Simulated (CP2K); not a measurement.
SiNi under changes of volume

One of the cells (11.288 Å³/atom); the others are scaled copies at fixed shape and fractional positions:

```
Ni Si
1.0
     2.94277    0.00000    0.00000
     0.00000    3.28033    0.00000
     0.00000    0.00000    4.67745
Ni Si
2 2
Direct
  0.50000 0.50000 0.34250
  0.00000 0.00000 0.65750
  0.50000 0.50000 0.84314
  0.00000 0.00000 0.15686
```

The cell is a database's computed one.

| Item | Value |
| --- | --- |
| Program | CP2K 2026.2 |
| Functional | PBEsol |
| Potentials or basis | GTH_POTENTIALS Ni GTH-PBE-q18; POTENTIAL_UZH Si GTH-PBE-q4; TZVP-MOLOPT-SR-GTH, TZVP-MOLOPT-PBE-GTH basis |
| Density cutoff | 8163 eV |
| k mesh | 9 × 8 × 6 |
| Occupations | fermi-dirac, width 0.05 eV |
| Spin | collinear spin, ferromagnetic start |
| Starting moments | [1.0, 1.0, 0.0, 0.0] μB |

```csv
volume (Å³/atom),energy over the lowest point (meV/atom),pressure (GPa),largest force (eV/Å)
10.611,35.27,16.2,0.253
10.837,16.34,10.8,0.187
11.062,5.08,5.8,0.127
11.288,0.00,1.5,0.153
11.514,?,?,?
11.740,6.76,-5.9,0.221
11.965,17.43,-9.1,0.252
```

**Question.** What does the run at 11.514 Å³/atom give?

**Answer.** Energy over the lowest point 0.77 meV/atom; pressure -2.4 GPa; largest force 0.188 eV/Å.

Worked out: A Birch-Murnaghan fit of order 3 (a polynomial in V^(-2/3)) to the other rows has its minimum at 11.37 Å³/atom with B0 = V·E''(V) = 199 GPa and B' = 4.7 at fixed shape and positions, which overstates the stiffness. It gives 0.80 meV/atom at 11.514 Å³/atom, against the run's 0.77, and -dE/dV = -2.5 GPa, against -2.4.

Energies are extrapolated to zero smearing.

Caveats: the potentials were made for another functional, which shifts forces and pressure; the basis of atomic orbitals isn't converged, which shifts pressures, moduli and gaps; the total moment is fixed, so each spin has its own Fermi level.
